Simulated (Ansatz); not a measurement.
# GaAs (F-43m) in Ansatz: further runs

Aim: see how the results for GaAs move with the level of theory and the settings. Levels: HF, PBE0. Tasks: relaxation of cell and atoms.

Everything below comes from runs of Ansatz 0.2.0. Logs are shortened: lines on timing, memory, paths and dates and some standing lists are left out, and cuts for length are marked.

### Step 1. The structure

Symmetry: F-43m, No. 216, cubic system. The conventional cell has a = 5.654 Å, b = 5.654 Å, c = 5.654 Å, α = 90.00°, β = 90.00°, γ = 90.00°. As (site symmetry -43m) is surrounded by 4 Ga at 2.45 Å. Ga (site symmetry -43m) has 4 As at 2.45 Å as nearest neighbours.

### Step 2. Relaxation of cell and atoms, HF

input.yaml reads:

```yaml
crystal:
  lattice:
    - [0.0, 2.82685, 2.82685]
    - [2.82685, 0.0, 2.82685]
    - [2.82685, 2.82685, 0.0]
  atoms:
    - { symbol: As, position: [0.75, 0.75, 0.75] }
    - { symbol: Ga, position: [0.0, 0.0, 0.0] }
hamiltonian:
  xc: hf
  pseudopotentials: { kind: paw }
kpoints:
  mp_grid: { grid: [4, 4, 4] }
scf:
  occupations: { method: fermi_dirac, width: 0.05 }
output:
  forces: true
  stress: true
relax:
  f_tol: 0.01
  max_steps: 40
  cell: { stress_tol: 0.05 }
```

Potentials or basis: Ansatz PAW.

The run is started by

```
ansatz run input.yaml --threads 2 --pin off --max-ram 5632MiB --backend cpu --events-out ev --progress --plain --runs-dir out
```

Log:

```text
Warning: RAYON_NUM_THREADS=2 ignored (pool sized by the plan → 2); use --threads N
Engine: ansatz 0.2.0, x86_64-unknown-linux-gnu
Pseudopotentials: kind: paw
Pseudopotential: As, paw, valence charge 15, recommended cutoff 420 eV (normal), As.paw.azcp
Pseudopotential: Ga, paw, valence charge 13, recommended cutoff 420 eV (normal), Ga.paw.azcp
Functional definition: HF
  exchange = exact_x
  correlation = 0
Crystal: 2 atoms, lattice volume = 45.179 Å³
Basis set: ecut = 420 eV, 893 PW (Γ)
Bands: 18, of which v1, the nominal top of the filled ones, is band 14 counted from 1 (13 counted from 0)
Symmetry: 24 space group operations
Space group: F-43m (ITA 216), of the structure as read, at distance tolerance 3.6e-5 Å
k-points: 8 of 64 (time reversal used)
Non-local potential: As, projectors of the file, l = 0: 2, l = 1: 2, l = 2: 3, l = 3: 1
Non-local potential: Ga, projectors of the file, l = 0: 2, l = 1: 2, l = 2: 3, l = 3: 1
PAW form: soft (Blöchl's): semilocal exchange-correlation on the pseudo side does not see the compensation charge
PAW frozen core: As, regenerated for the run's functional, and the local potential with it (the file was generated under x = pbe(κ = 0.804, μ = 0.2195149727645171), c = pbe(β = 0.06672455060314922))
PAW frozen core: Ga, regenerated for the run's functional, and the local potential with it (the file was generated under x = pbe(κ = 0.804, μ = 0.2195149727645171), c = pbe(β = 0.06672455060314922))
PAW one-centre angular grid: As, 590 points (default); XC on 64 Gauss nodes
PAW one-centre angular grid: Ga, 590 points (default); XC on 64 Gauss nodes
Initial density: superposition of atomic densities (neutral atoms: chi_scale 0, normalization atom), corrected by the library's trained network
Initial wavefunctions: pseudopotential atomic-orbital guess
Functional: x = pbe(κ = 0.804, μ = 0.2195149727645171), c = none, warm-up for x = 0 pbe(κ = 0.804, μ = 0.2195149727645171) + 1 exact, c = none
SCF iter   1: F=—  HF=-8554.700688 eV  |F-HF|=—  |Δ(HF+E_count)|=         —  Δρ=5.36e-3  dr2=7.19e-3  ethr=1.77e-3  ⟨swp⟩=5.9  Hψ=614  notcnv=0
preconditioner: auto → none  [insulator: Δε(μ)=0.475 eV  Ē_g=15.304 eV  σ=0.050 eV  W_gap=0.98  n_scr=14 (ndim 8)  ℏωp=23.4 eV  f_vac=0.086  D(μ)=0.02/eV (n_scr^D=0)]
SCF iter   2: F=—  HF=-8554.689910 eV  |F-HF|=—  |Δ(HF+E_count)|=   1.08e-2  Δρ=1.48e-3  dr2=1.35e-3  ethr=2.57e-5  ⟨swp⟩=4.0  Hψ=450  notcnv=0
SCF iter   3: F=—  HF=-8554.689334 eV  |F-HF|=—  |Δ(HF+E_count)|=   5.76e-4  Δρ=6.75e-4  dr2=1.72e-4  ethr=4.83e-6  ⟨swp⟩=4.0  Hψ=372  notcnv=0
SCF iter   4: F=-8554.689319 eV  HF=-8554.689323 eV  |F-HF|=3.91e-6  |Δ(HF+E_count)|=   1.09e-5  Δρ=2.28e-4  dr2=1.83e-5  ethr=6.13e-7  ⟨swp⟩=3.0  Hψ=330  notcnv=0
SCF 1 stopped early in 4 iterations: F = -8554.689319 eV  dr2 = 1.83e-5
Initial density: handed on by an earlier stage of this run
Initial wavefunctions: those handed on with the density
Functional: x = 0 pbe(κ = 0.804, μ = 0.2195149727645171) + 1 exact, c = none
Frozen-core exchange: fock
SCF iter   1: F=—  HF=-8562.464682 eV  |F-HF|=—  |Δ(HF+E_count)|=         —  Δρ=3.21e-2  dr2=2.84e-1  ethr=6.53e-7  ⟨swp⟩=6.4  Hψ=744  notcnv=0
preconditioner: auto → none  [insulator: Δε(μ)=6.331 eV  Ē_g=17.966 eV  σ=0.050 eV  W_gap=1.00  n_scr=14 (ndim 8)  ℏωp=15.2 eV  f_vac=0.100  D(μ)=0.00/eV (n_scr^D=0)]
SCF iter   2: F=—  HF=-8562.759636 eV  |F-HF|=—  |Δ(HF+E_count)|=   2.95e-1  Δρ=2.25e-2  dr2=9.62e-2  ethr=6.53e-7  ⟨swp⟩=5.0  Hψ=662  notcnv=0
SCF iter   3: F=—  HF=-8562.788217 eV  |F-HF|=—  |Δ(HF+E_count)|=   2.86e-2  Δρ=4.37e-3  dr2=9.68e-3  ethr=6.53e-7  ⟨swp⟩=5.0  Hψ=570  notcnv=0
SCF iter   4: F=-8562.759838 eV  HF=-8562.760049 eV  |F-HF|=2.11e-4  |Δ(HF+E_count)|=   2.82e-2  Δρ=1.18e-3  dr2=3.59e-4  ethr=6.53e-7  ⟨swp⟩=4.0  Hψ=520  notcnv=0
SCF 2 stopped early in 4 iterations: F = -8562.759838 eV  dr2 = 3.59e-4
hybrid outer 1: dexx = +7.356e-1 eV, tail = 1.46e-2 eV
Frozen-core exchange: fock
SCF iter   1: F=—  HF=-8562.763130 eV  |F-HF|=—  |Δ(HF+E_count)|=         —  Δρ=7.35e-4  dr2=5.97e-4  ethr=2.61e-4  ⟨swp⟩=2.9  Hψ=310  notcnv=0
preconditioner: auto → none  [insulator: Δε(μ)=7.247 eV  Ē_g=18.156 eV  σ=0.050 eV  W_gap=1.00  n_scr=14 (ndim 8)  ℏωp=15.2 eV  f_vac=0.091  D(μ)=0.00/eV (n_scr^D=0)]
[... 124 lines left out ...]
iter 3 solved again at ethr=1.45e-10 eV; its pass at ethr=8.50e-9 eV (dr2=4.05e-8 eV) is discarded
SCF iter   3: F=—  HF=-8562.803351 eV  |F-HF|=—  |Δ(HF+E_count)|=   1.26e-6  Δρ=5.15e-5  dr2=2.83e-7  ethr=1.45e-10  ⟨swp⟩=3.0  Hψ=575  notcnv=0
SCF iter   4: F=—  HF=-8562.803358 eV  |F-HF|=—  |Δ(HF+E_count)|=   7.15e-6  Δρ=1.59e-5  dr2=4.15e-8  ethr=1.43e-10  ⟨swp⟩=5.6  Hψ=551  notcnv=0  defer=15
SCF iter   5: F=-8562.803357 eV  HF=-8562.803357 eV  |F-HF|=1.40e-9  |Δ(HF+E_count)|=   5.04e-7  Δρ=8.01e-6  dr2=2.07e-9  ethr=1.43e-10  ⟨swp⟩=4.0  Hψ=469  notcnv=0
SCF 16 stopped early in 5 iterations: F = -8562.803357 eV  dr2 = 2.07e-9
hybrid outer 1: dexx = +3.599e-5 eV, tail = 2.91e-6 eV
Frozen-core exchange: fock
SCF iter   1: F=—  HF=-8562.803386 eV  |F-HF|=—  |Δ(HF+E_count)|=         —  Δρ=1.83e-5  dr2=8.18e-8  ethr=5.20e-8  ⟨swp⟩=9.2  Hψ=468  notcnv=0
preconditioner: auto → none  [insulator: Δε(μ)=7.108 eV  Ē_g=17.734 eV  σ=0.050 eV  W_gap=1.00  n_scr=14 (ndim 8)  ℏωp=14.7 eV  f_vac=0.109  D(μ)=0.00/eV (n_scr^D=0)]
SCF iter   2: F=—  HF=-8562.803386 eV  |F-HF|=—  |Δ(HF+E_count)|=   1.38e-8  Δρ=1.20e-5  dr2=1.65e-8  ethr=2.36e-10  ⟨swp⟩=5.4  Hψ=491  notcnv=0  defer=7
SCF iter   3: F=-8562.803386 eV  HF=-8562.803386 eV  |F-HF|=7.75e-10  |Δ(HF+E_count)|=   1.22e-8  Δρ=7.59e-6  dr2=2.34e-9  ethr=3.42e-11  ⟨swp⟩=4.0  Hψ=372  notcnv=0
SCF 17 stopped early in 3 iterations: F = -8562.803386 eV  dr2 = 2.34e-9
hybrid outer 2: dexx = +8.163e-8 eV, tail = 1.25e-8 eV, Δε = 1.64e-3 eV (about 1.83e-4 eV left of the loop's levels)
Frozen-core exchange: fock
SCF iter   1: F=—  HF=-8562.803386 eV  |F-HF|=—  |Δ(HF+E_count)|=         —  Δρ=1.21e-6  dr2=6.21e-10  ethr=2.23e-10  ⟨swp⟩=9.1  Hψ=463  notcnv=0
preconditioner: auto → none  [insulator: Δε(μ)=7.095 eV  Ē_g=17.717 eV  σ=0.050 eV  W_gap=1.00  n_scr=14 (ndim 8)  ℏωp=14.7 eV  f_vac=0.109  D(μ)=0.00/eV (n_scr^D=0)]
SCF iter   2: F=—  HF=-8562.803386 eV  |F-HF|=—  |Δ(HF+E_count)|=  3.02e-10  Δρ=4.97e-7  dr2=1.39e-10  ethr=1.63e-12  ⟨swp⟩=4.0  Hψ=418  notcnv=0
Mixer restart at iter 2: flushing history
SCF iter   3: F=—  HF=-8562.803386 eV  |F-HF|=—  |Δ(HF+E_count)|=  4.82e-10  Δρ=2.58e-7  dr2=7.82e-11  ethr=1.00e-12  ⟨swp⟩=4.0  Hψ=386  notcnv=0
SCF iter   4: F=—  HF=-8562.803386 eV  |F-HF|=—  |Δ(HF+E_count)|=  2.00e-11  Δρ=1.51e-7  dr2=2.37e-11  ethr=1.00e-12  ⟨swp⟩=3.1  Hψ=282  notcnv=0
SCF iter   5: F=-8562.803386 eV  HF=-8562.803386 eV  |F-HF|=5.46e-12  |Δ(HF+E_count)|=  3.64e-12  Δρ=6.73e-8  dr2=2.08e-12  ethr=1.00e-12  ⟨swp⟩=2.9  Hψ=273  notcnv=0
SCF 18 converged in 5 iterations: F = -8562.803386 eV  dr2 = 2.08e-12
  Residual-converged pass: ⟨swp⟩=4.2  Hψ=474  notcnv=0  max |occ|·‖R‖ = 9.0e-9 eV (tolerance 1.0e-8 eV)  dr2=3.66e-12  dr2_onsite=7.17e-12  max |Δocc| = 0.0e0
hybrid outer 3: dexx = +8.015e-10 eV, tail = 1.01e-10 eV, Δε = 1.22e-4 eV (about 1.65e-5 eV left of the loop's levels)
relax step   4: F+E_penalty+E_count = -8562.80338647 eV  Δ(F+E_penalty+E_count) = -3.317e-3 eV  max|allowed force component| = 5.782e-18 eV/Å  Δτ_max = 0.0000 Å  P = -0.031 GPa  Ω = 47.823 Å³  stress off target by 3.10e-2 GPa  SCF on the basis re-selected at this cell (its energy is not comparable with the rows above)  (13 SCF iters)
basis re-selected at this cell: Δ(F+E_penalty+E_count) = -3.317e-3 eV, ΔP = -0.018 GPa vs the last step (what re-selecting the basis moved, of the pressure what is left beyond the Pulay correction that the steps carried, after the strain that the cell walked since its last selection, with what the two solves' SCF thresholds leave and, on support functions, any second-order correction that the steps lacked; it is no measure of the basis error at this ecutwfc). The dense FFT grid was sized anew with the basis: this SCF ran on 30×30×30 points, the steps before it on 27×27×27, so part of this shift can come from that change (see relax.cell in the input reference). This SCF's stress stands 3.10e-2 GPa from its target on what of the cell is left free (relax.cell.stress_tol is 5.00e-2 GPa) and its largest allowed force component is 5.78e-18 eV/Å (relax.f_tol is 1.00e-2 eV/Å): within both
hybrid SCF converged: 3 outer / 13 inner (+0 warm-up), last move |dexx| = 8.01e-10 eV, tail = 1.01e-10 eV
Stability not checked: this state was not tested for a lower state beside it, because the functional holds exact exchange (a hybrid, or Hartree-Fock), whose exchange loop this test does not read (fock_operator; see scf.lower_state_search)
Free energy (F): -8562.803386 eV
Frozen-core exchange: fock
Harris-Foulkes:  -8562.803386 eV  (|F-HF|=5.46e-12)
Internal energy: -8562.803386 eV  (E = F + TS)
E sigma→0 (E₀):  -8562.803386 eV
Fermi energy:    9.069805 eV
--- Per-component energies (eV) ---
  E_band       = -638.700078
  E_kinetic    = 213.099849
  E_local      = -3999.978791  (includes V_loc(G=0)·N_el)
  E_nonlocal   = -252.653786
  E_hartree    = 2027.527833
  E_xc         = 0.000000
  E_vxc        = 0.000000  (∫ρ·V_xc dr)
  E_exx        = -487.107433  (= α·E_x^exact, valence–valence)
  E_paw        = -3413.043003  (= ΣΔE_a)
  E_vpaw       = 319.991984  (= ΣTr[D̂ρ^β])
  E_aug_tail   = -0.000111  (compensation charges beyond the density's cutoff)
  E_ewald      = -2648.041464
  E_core_change = -2.606483  (= ΣΔE_core)
  E_smearing   = -0.000000  (= −TS)
  E_closure    = 0.000003  (closes the sum)
  Σ components = -8562.803386   (vs F -8562.803386, Δ=0.00e0)
--- Forces (eV/Å), atoms counted from 1 ---
  atom   1  As    -0.00000000     0.00000000     0.00000000
  atom   2  Ga    -0.00000000     0.00000000     0.00000000
  max |Σ_I F_I| component: 2.78e-17 eV/Å
--- Stress (GPa, compression-positive) ---
       -0.030960      -0.000000      -0.000000
       -0.000000      -0.030960       0.000000
       -0.000000       0.000000      -0.030960
  P = ⅓ Tr σ = -0.0310 GPa (-0.310 kbar)
--- Band table (eV; the first three rows and the last of 8) ---
  k-point 0: bands = ["-42.9812", "-42.9812", "-42.9812", "-42.9669", "-42.9669", "-19.9092", "-19.9092", "-19.9092", "-19.8186", "-19.8186", "-11.5472", "5.5020", "5.5020", "5.5020", "12.5966", "15.6988"]
  k-point 1: bands = ["-42.9810", "-42.9810", "-42.9809", "-42.9666", "-42.9666", "-19.9170", "-19.9023", "-19.9023", "-19.8190", "-19.8190", "-10.6722", "0.5787", "4.7331", "4.7331", "13.3214", "16.7120"]
  k-point 2: bands = ["-42.9807", "-42.9807", "-42.9805", "-42.9664", "-42.9664", "-19.9250", "-19.8959", "-19.8959", "-19.8187", "-19.8187", "-9.3020", "-2.9694", "4.1121", "4.1121", "12.7298", "16.6578"]
  k-point 7: bands = ["-42.9809", "-42.9805", "-42.9802", "-42.9663", "-42.9663", "-19.9366", "-19.8896", "-19.8813", "-19.8251", "-19.8174", "-8.2637", "-2.9094", "1.1893", "1.5628", "16.3551", "17.1211"]
  guard bands above this table: 2 of the run's 18 bands. The solve was not asked for them (output.publish_guard_bands: true or output.eigenvalues: true publishes all)
--- Relaxed structure (3 steps of the walk, 3 accepted, 1 SCFs on fresh bases) ---
  F+E_penalty+E_count = -8562.80338647 eV   max|allowed force component| = 5.782e-18 eV/Å   (the final SCF, on the basis selected at the relaxed cell)
  cell:  # Å, volume = 47.8235 Å³
    - [-4.0157900834258356e-33, 2.880958907450795, 2.880958907450795]
    - [2.880958907450795, 5.7657319159734164e-33, 2.880958907450795]
    - [2.880958907450795, 2.880958907450795, 1.0598373828422827e-32]
  atoms:
    - { symbol: As, position: [0.75, 0.75, 0.75] }
    - { symbol: Ga, position: [7.543966528127715e-34, -7.898809732649245e-34, -9.360763735277947e-34] }
```

Wall time 2.3 min (2 threads of Intel Xeon at 2.50GHz (Skylake/Cascade Lake), shared host); peak memory 0.78 GiB.

Results:

- Free energy: -8562.8034 eV
- Relaxed volume: 23.91 Å³/atom
- Relaxed cell: a = 4.074 Å, b = 4.074 Å, c = 4.074 Å, α = 60.00°, β = 60.00°, γ = 60.00°
- Space group after relaxing (to 0.05 Å): F-43m (No. 216)
- Energy gained by relaxing: 19.5 meV/atom
- Ionic steps: 4
- Pressure after relaxing: 0.0 GPa
- Band gap on the k mesh: 7.09 eV, direct

The path:
| step | energy change (eV) | largest force (eV/Å) | volume (Å³) |
| --- | --- | --- | --- |
| 1 | 0.0000 | 0.0000 | 45.18 |
| 2 | -0.0356 | 0.0000 | 47.91 |
| 3 | -0.0358 | 0.0000 | 47.82 |
| 4 | -0.0391 | 0.0000 | 47.82 |

Final structure:
```xyz
2
Lattice="0.0000 2.8810 2.8810 2.8810 0.0000 2.8810 2.8810 2.8810 0.0000" Properties=species:S:1:pos:R:3 pbc="T T T"
As    4.3214    4.3214    4.3214
Ga    0.0000    0.0000    0.0000
```

Caveat: the k mesh is coarse (spacing up to 0.48 Å⁻¹), so the values aren't converged, least of all with exact exchange; the plane-wave basis is chosen anew once the cell has moved, so the energies of steps on either side of that aren't comparable; the PAW data sets come from PBE, with cores solved anew for the run's functional, which leaves a small shift of forces and pressure. Zero-point motion and thermal expansion aren't in these numbers.

### Step 3. Relaxation of cell and atoms, PBE0

Changes to input.yaml since step 2:

```diff
@@ -9,3 +9,3 @@
 hamiltonian:
-  xc: hf
+  xc: pbe0
   pseudopotentials: { kind: paw }
@@ -14,3 +14,3 @@
 scf:
-  occupations: { method: fermi_dirac, width: 0.05 }
+  occupations: { method: gaussian, width: 0.1 }
 output:
```

Potentials or basis: Ansatz PAW.

The run is started by

```
ansatz run input.yaml --threads 2 --pin off --max-ram 5632MiB --backend cpu --events-out ev --progress --plain --runs-dir out
```

Log:

```text
Warning: RAYON_NUM_THREADS=2 ignored (pool sized by the plan → 2); use --threads N
[... 4 set-up lines as earlier in the session ...]
Functional definition: PBE0
  parameter a = 0.25
  parameter kappa = 0.804
  parameter beta = 0.06672455060314922
  exchange = (1 - a)*pbe_x(kappa = kappa, mu = beta*pi^2/3) + a*exact_x
  correlation = pbe_c(beta = beta)
Crystal: 2 atoms, lattice volume = 45.179 Å³
Basis set: ecut = 420 eV, 893 PW (Γ), exchange–correlation on 54×54×54 points (8 copies of the dense FFT grid, shifted against one another)
[... 175 lines left out ...]
       -0.000000       0.000000       0.005351
  P = ⅓ Tr σ = 0.0054 GPa (0.054 kbar)
--- Band table (eV; the first three rows and the last of 8) ---
  k-point 0: bands = ["-31.2917", "-31.2917", "-31.2917", "-31.2811", "-31.2811", "-10.2646", "-10.2646", "-10.2646", "-10.1872", "-10.1872", "-6.6679", "7.2324", "7.2324", "7.2324", "9.2201", "12.4616"]
  k-point 1: bands = ["-31.2915", "-31.2914", "-31.2914", "-31.2809", "-31.2809", "-10.2889", "-10.2548", "-10.2548", "-10.1873", "-10.1873", "-5.9361", "2.8289", "6.5197", "6.5197", "10.1244", "13.3766"]
  k-point 2: bands = ["-31.2913", "-31.2910", "-31.2910", "-31.2808", "-31.2808", "-10.3122", "-10.2472", "-10.2472", "-10.1852", "-10.1852", "-4.7856", "0.0291", "6.0045", "6.0045", "9.6381", "13.3945"]
  k-point 7: bands = ["-31.2914", "-31.2910", "-31.2901", "-31.2810", "-31.2805", "-10.3288", "-10.2377", "-10.2255", "-10.1970", "-10.1845", "-3.9215", "0.0550", "3.4342", "3.6741", "13.3860", "13.5144"]
  guard bands above this table: 2 of the run's 18 bands. The solve was not asked for them (output.publish_guard_bands: true or output.eigenvalues: true publishes all)
--- Relaxed structure (3 steps of the walk, 3 accepted, 1 SCFs on fresh bases) ---
  F+E_penalty+E_count = -8641.45517754 eV   max|allowed force component| = 3.307e-17 eV/Å   (the final SCF, on the basis selected at the relaxed cell)
  cell:  # Å, volume = 45.9060 Å³
    - [-7.388289447698607e-34, 2.8419284380677583, 2.8419284380677583]
    - [2.8419284380677583, 3.796052164507214e-33, 2.8419284380677583]
    - [2.8419284380677583, 2.8419284380677583, 5.655862956514104e-33]
  atoms:
    - { symbol: As, position: [0.7499999999999999, 0.7499999999999999, 0.7499999999999999] }
    - { symbol: Ga, position: [1.1298207631965495e-33, -9.481410424815264e-34, -1.0957558155624828e-33] }
```

Run time: 86 s. Hardware: 2 threads of Intel Xeon at 2.50GHz (Skylake/Cascade Lake), shared host; peak memory 0.77 GiB.

Results:

```yaml
Free_energy: -8641.4552 eV
Relaxed_volume: 22.95 Å³/atom
Relaxed_cell: a = 4.019 Å, b = 4.019 Å, c = 4.019 Å, α = 60.00°, β = 60.00°, γ = 60.00°
Space_group_after_relaxing_to_0.05_Å: F-43m (No. 216)
Energy_gained_by_relaxing: 1.3 meV/atom
Ionic_steps: 4
Pressure_after_relaxing: 0.0 GPa
Band_gap_on_the_k_mesh: 1.99 eV, direct
```

Step by step:
```
step  energy change (eV)  largest force (eV/Å)  volume (Å³)
   1              0.0000                0.0000        45.18
   2             -0.0025                0.0000        45.83
   3             -0.0025                0.0000        45.91
   4             -0.0026                0.0000        45.91
```

Final structure:
```cif
data_structure
_symmetry_space_group_name_H-M 'P 1'
_symmetry_Int_Tables_number 1
_cell_length_a 4.0191
_cell_length_b 4.0191
_cell_length_c 4.0191
_cell_angle_alpha 60.000
_cell_angle_beta 60.000
_cell_angle_gamma 60.000
_cell_volume 45.91
loop_
_atom_site_label
_atom_site_type_symbol
_atom_site_fract_x
_atom_site_fract_y
_atom_site_fract_z
_atom_site_occupancy
As1 As 0.75000 0.75000 0.75000 1
Ga1 Ga 0.00000 0.00000 0.00000 1
```

Levels at points of the mesh, in eV from the valence-band top:
```
             k point  band 11  band 12  band 13  band 14  band 15  band 16
  (0.00, 0.00, 0.00)   -13.90     0.00     0.00     0.00     1.99     5.23
 (0.00, 0.00, -0.50)   -12.02    -7.20    -1.23    -1.23     2.41     6.16
(0.00, -0.50, -0.50)   -11.21    -7.39    -2.89    -2.89     2.78     3.03
```

Caveat: the k mesh is coarse (spacing up to 0.48 Å⁻¹), so the values aren't converged, least of all with exact exchange; the plane-wave basis is chosen anew once the cell has moved, so the energies of steps on either side of that aren't comparable; the PAW data sets come from PBE, with cores solved anew for the run's functional, which leaves a small shift of forces and pressure. Zero-point motion and thermal expansion aren't in these numbers.
